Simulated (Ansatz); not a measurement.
Ansatz input

```yaml
crystal:
  lattice:
    - [-2.6934965033, 3.0992012366, 1.3221173473]
    - [3.0992012366, -2.6934965033, 1.3221173473]
    - [1.8862351076, 1.8862351076, -0.5790683852]
  atoms:
    - { symbol: Rh, position: [0.0102247971, 0.9897752029, 0.0] }
    - { symbol: Rh, position: [0.7397752029, 0.2602247971, 0.5] }
hamiltonian:
  xc: rpbe
  pseudopotentials:
    kind: paw
    azcp:
      Rh: "pseudopotentials/Rh.paw.azcp"
basis:
  ecutwfc: 420
  fft_grid_basis: typed
kpoints:
  mp_grid: { grid: [14, 14, 13], shift: [0, 0, 0] }
magnetization:
  spin_polarized: false
scf:
  occupations: { method: fermi_dirac, width: 0.1 }
  lower_state_search: "off"
output:
  stress: true
```

Output

```
Engine: ansatz 0.2.0, x86_64-unknown-linux-gnu
Pseudopotentials: kind: paw
Pseudopotential: Rh, paw, valence charge 17, recommended cutoff 420 eV (normal) 
Functional definition: RPBE
  parameter kappa = 0.804
  parameter beta = 0.06672455060314922
  exchange = rpbe_x(kappa = kappa, mu = beta*pi^2/3)
  correlation = pbe_c(beta = beta)
Crystal: 2 atoms, lattice volume = 30.253 Å³
Basis set: ecut = 420 eV, 613 PW (Γ)
Bands: 21, of which v1, the nominal top of the filled ones, is band 17 counted from 1 (16 counted from 0)
Symmetry: 4 space group operations
Space group: C2/c (ITA 15), of the structure as read, at distance tolerance 3.1e-5 Å
k-points: 687 of 2548
Non-local potential: Rh, projectors of the file, l = 0: 3, l = 1: 2, l = 2: 2, l = 3: 1
PAW form: soft (Blöchl's): semilocal exchange-correlation on the pseudo side does not see the compensation charge
PAW frozen core: Rh, regenerated for the run's functional, and the local potential with it (the file was generated under x = pbe(κ = 0.804, μ = 0.2195149727645171), c = pbe(β = 0.06672455060314922))
PAW one-centre angular grid: Rh, 590 points (default); XC on 64 Gauss nodes
Initial density: superposition of atomic densities (neutral atoms: chi_scale 0, normalization atom), corrected by the library's trained network
Initial wavefunctions: pseudopotential atomic-orbital guess
Functional: x = rpbe, c = pbe(β = 0.06672455060314922)
SCF iter   1: F=—  HF=-12820.393399 eV  |F-HF|=—  |Δ(HF+E_count)|=         —  Δρ=1.24e-2  dr2=1.71e-2  ethr=1.77e-3  ⟨swp⟩=4.7  Hψ=56000  notcnv=0
SCF iter   2: F=—  HF=-12820.391815 eV  |F-HF|=—  |Δ(HF+E_count)|=   1.58e-3  Δρ=5.82e-3  dr2=3.86e-3  ethr=5.04e-5  ⟨swp⟩=2.0  Hψ=25566  notcnv=0
SCF iter   3: F=—  HF=-12820.391360 eV  |F-HF|=—  |Δ(HF+E_count)|=   4.54e-4  Δρ=1.03e-3  dr2=1.49e-4  ethr=1.14e-5  ⟨swp⟩=2.7  Hψ=22424  notcnv=0
SCF iter   4: F=—  HF=-12820.391385 eV  |F-HF|=—  |Δ(HF+E_count)|=   2.48e-5  Δρ=1.93e-4  dr2=8.03e-6  ethr=4.39e-7  ⟨swp⟩=2.5  Hψ=19503  notcnv=0
SCF iter   5: F=—  HF=-12820.391383 eV  |F-HF|=—  |Δ(HF+E_count)|=   1.95e-6  Δρ=8.36e-5  dr2=1.35e-6  ethr=2.36e-8  ⟨swp⟩=1.8  Hψ=21265  notcnv=0
SCF iter   6: F=-12820.391383 eV  HF=-12820.391383 eV  |F-HF|=4.47e-9  |Δ(HF+E_count)|=   1.58e-7  Δρ=2.85e-5  dr2=9.00e-8  ethr=2.94e-10  ⟨swp⟩=3.0  Hψ=60555  notcnv=0
SCF 1 converged in 6 iterations: F = -12820.391383 eV  dr2 = 9.00e-8
SCF converged after 6 iterations
Free energy (F): -12820.391383 eV
Harris-Foulkes:  -12820.391383 eV  (|F-HF|=4.47e-9)
Internal energy: -12820.298275 eV  (E = F + TS)
E sigma→0 (E₀):  -12820.344829 eV
Entropy (-TS):   -0.093109 eV (-46.554 meV/atom)
Fermi energy:    19.916223 eV
--- Per-component energies (eV) ---
  E_band       = -246.135226
  E_kinetic    = 1144.465086
  E_local      = -3453.601207  (includes V_loc(G=0)·N_el)
  E_nonlocal   = 708.618582
  E_hartree    = 1225.562874
  E_xc         = -442.935454
  E_vxc        = -555.209881  (∫ρ·V_xc dr)
  E_paw        = -7188.861254  (= ΣΔE_a)
  E_vpaw       = -541.526140  (= ΣTr[D̂ρ^β])
  E_aug_tail   = 0.001780  (compensation charges beyond the density's cutoff)
  E_ewald      = -4813.340459
  E_core_change = -0.208222  (= ΣΔE_core)
  E_smearing   = -0.093109  (= −TS)
  E_closure    = 0.000000  (closes the sum)
  Σ components = -12820.391383   (vs F -12820.391383, Δ=0.00e0)
--- Stress (GPa, compression-positive) ---
       -0.208886      -0.485380       0.081665
       -0.485380      -0.208886       0.081665
        0.081665       0.081665      -0.206453
  P = ⅓ Tr σ = -0.2081 GPa (-2.081 kbar)
```
